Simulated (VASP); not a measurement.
# AlN: relaxation of cell and atoms with r2SCAN

Crystal: AlN.

```xyz
4
Lattice="3.1215 0.0000 0.0000 -1.5608 2.7033 0.0000 0.0000 0.0000 5.0397" Properties=species:S:1:pos:R:3 pbc="T T T"
Al    1.5608    0.9011    2.5223
Al    0.0000    1.8022    0.0024
N     1.5608    0.9011    4.4326
N     0.0000    1.8022    1.9127
```

The cell is a database's computed one.

```yaml
Program: VASP 6.6.1
Task: relaxation of cell and atoms
Functional: r2SCAN
Potentials_or_basis: VASP PAW PBE potentials, release 64 (Al, N)
Cutoff: 600 eV
k_mesh: 9 × 9 × 5
Occupations: gaussian, width 0.02 eV
Spin: no spin polarisation
Further_INCAR_settings: ALGO = Normal; EDIFF = 1e-06; IBRION = 2; EDIFFG = -0.01; NSW = 40; ISIF = 3
```

The relaxed volume is 10.39 Å³/atom and the relaxed cell is a = 3.105 Å, b = 3.105 Å, c = 4.975 Å, α = 90.00°, β = 90.00°, γ = 120.00°. The space group after relaxing (to 0.05 Å) is P6_3mc (No. 186), the energy gained by relaxing is 4.0 meV/atom and the ionic steps are 6. The pressure after relaxing is 0.0 GPa, the largest force after relaxing is 0.005 eV/Å and the band gap on the k mesh is 4.94 eV, direct.

Forces on the atoms (eV/Å):
```
Al   0.000  0.000 -0.005
Al   0.000  0.000 -0.005
N    0.000  0.000  0.005
N    0.000  0.000  0.005
```

Stress tensor (GPa, compression positive):
```
0.00 0.00 0.00
0.00 0.00 0.00
0.00 0.00 0.08
```

Step by step:
| step | energy change (eV) | largest force (eV/Å) | pressure (GPa) | volume (Å³) |
| --- | --- | --- | --- | --- |
| 1 | 0.0000 | 0.0777 | -4.60 | 42.53 |
| 2 | -0.0023 | 0.0383 | 4.77 | 40.68 |
| 3 | -0.0149 | 0.0575 | 0.08 | 41.55 |
| 4 | -0.0149 | 0.0571 | 0.17 | 41.53 |
| 5 | -0.0158 | 0.0263 | 0.09 | 41.54 |
| 6 | -0.0160 | 0.0050 | 0.03 | 41.54 |

Final structure:
```yaml
crystal:
  lattice:
    - [3.10518, 0.00000, 0.00000]
    - [-1.55259, 2.68916, 0.00000]
    - [0.00000, 0.00000, 4.97512]
  atoms:
    - { symbol: Al, position: [0.66667, 0.33333, 0.49920] }
    - { symbol: Al, position: [0.33333, 0.66667, 0.99920] }
    - { symbol: N, position: [0.66667, 0.33333, 0.88080] }
    - { symbol: N, position: [0.33333, 0.66667, 0.38080] }
```

Levels at points of the mesh, in eV from the valence-band top:
```csv
k point,band 6,band 7,band 8,band 9,band 10,band 11
"(0.00, 0.00, 0.00)",-0.23,-0.23,0.00,4.94,7.55,11.63
```

Wall time 4.5 min on 1 thread of Intel(R) Xeon(R) Platinum 8488C (Sapphire Rapids), on a shared host, peak memory 0.19 GiB.

Caveat: the PAW data sets were made with another functional, which shifts forces and pressure a little. r2SCAN opens gaps a little over a GGA but as a rule still falls short of measured ones.
